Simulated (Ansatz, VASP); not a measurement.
## Ag: VASP beside Ansatz

```
CELL_PARAMETERS angstrom
2.92230 0.00000 0.00000
-1.46115 2.53079 0.00000
0.00000 0.00000 4.70166
ATOMIC_POSITIONS crystal
Ag 0.33333 0.66667 0.25000
Ag 0.66667 0.33333 0.75000
```

Alike in both runs: task electric field gradients; functional r2SCAN; k mesh 13 × 13 × 7; occupations fermi-dirac, width 0.03 eV; no spin polarisation.

```csv
,VASP,Ansatz
version,VASP 6.6.1,Ansatz 0.2.0
potentials or method,"VASP PAW PBE potentials, release 64 (Ag), cutoff 520 eV","all-electron PAW with datasets made for the crystal, scalar-relativistic"
```

```tsv
	VASP	Ansatz	Ansatz less VASP
pressure (GPa)	-0.3	-0.4	-0.06
largest component of the traceless stress (GPa)	2.28	2.26	-0.023
Vzz of the field gradient on the site that differs most (V/Å²)	-9.2	-8.3	+0.91
```

Ansatz ran all-electron here, so the differences hold the error of VASP's frozen core and of both bases. Ansatz warned: «gradients_without_spin_orbit».

Caveats: the PAW data sets were made with another functional, which shifts forces and pressure a little (VASP).
